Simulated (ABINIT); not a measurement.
## PbSe (Clausthalite): band structure with PBE

**Experimental background.**

A printed reference work, monograph reports, for a bulk crystal of PbSe at 300 K: band gap 0.28 eV (direct).

PbSe (Clausthalite):

```
Pb Se
1.0
     0.00000    3.06065    3.06065
     3.06065    0.00000    3.06065
     3.06065    3.06065    0.00000
Pb Se
1 1
Direct
  0.00000 0.00000 0.00000
  0.50000 0.50000 0.50000
```

| Property | Result |
| --- | --- |
| Program | ABINIT 10.8.3 (patched build) |
| Task | band structure |
| Functional | PBE |
| Potentials or basis | JTH PAW PBE v2.0 |
| Cutoff | 599 eV |
| k mesh | 8 × 8 × 8 |
| Occupations | fermi-dirac, width 0.05 eV |
| Spin | no spin polarisation |
| Fine-grid cutoff | 1197.3 eV |

```json
{"Pressure": "2.4 GPa", "Band gap on the k mesh": "0.29 eV, direct", "Band gap along the path": "0.29 eV, direct", "Valence electrons inside the program's atomic spheres": "Pb 11.32; Se 3.92"}
```

Levels at the corners of the path, in eV from the valence-band top:
```tsv
point	band 6	band 7	band 8	band 9	band 10	band 11	band 12	band 13	band 14	band 15
Γ	-13.60	-6.31	-1.88	-1.88	-1.88	4.72	4.72	4.72	6.55	6.55
X	-12.16	-7.40	-4.99	-3.24	-3.24	3.71	5.61	5.61	6.04	11.41
W	-12.13	-8.03	-4.23	-4.23	-0.79	1.88	4.95	4.95	7.75	7.75
K	-12.17	-8.05	-4.58	-2.73	-2.40	3.39	4.01	5.43	5.85	10.17
Γ	-13.60	-6.31	-1.88	-1.88	-1.88	4.72	4.72	4.72	6.55	6.55
L	-12.53	-8.81	-1.46	-1.46	0.00	0.29	1.69	1.69	8.58	10.20
U	-12.17	-8.05	-4.58	-2.73	-2.40	3.39	4.01	5.43	5.85	10.17
W	-12.13	-8.03	-4.23	-4.23	-0.79	1.88	4.95	4.95	7.75	7.75
L	-12.53	-8.81	-1.46	-1.46	0.00	0.29	1.69	1.69	8.58	10.20
K	-12.17	-8.05	-4.58	-2.73	-2.40	3.39	4.01	5.43	5.85	10.17
```

It took 95 s on 1 thread of Arm Neoverse V2, on a shared host, peak memory 0.15 GiB.

Measured gap of PbSe: 0.28 eV (direct; 300 K; a printed reference work, monograph). This calculation gives 0.29 eV (+0.01 eV). 2 values of this kind are on record (0.15 to 0.28 eV); this one was drawn at random. Spin-orbit coupling on Pb, Se is left out. The value is that of PBE, without temperature or zero-point motion.

Caveat: spin-orbit coupling is left out, which as a rule narrows the gap of such compounds by several tenths of an eV.
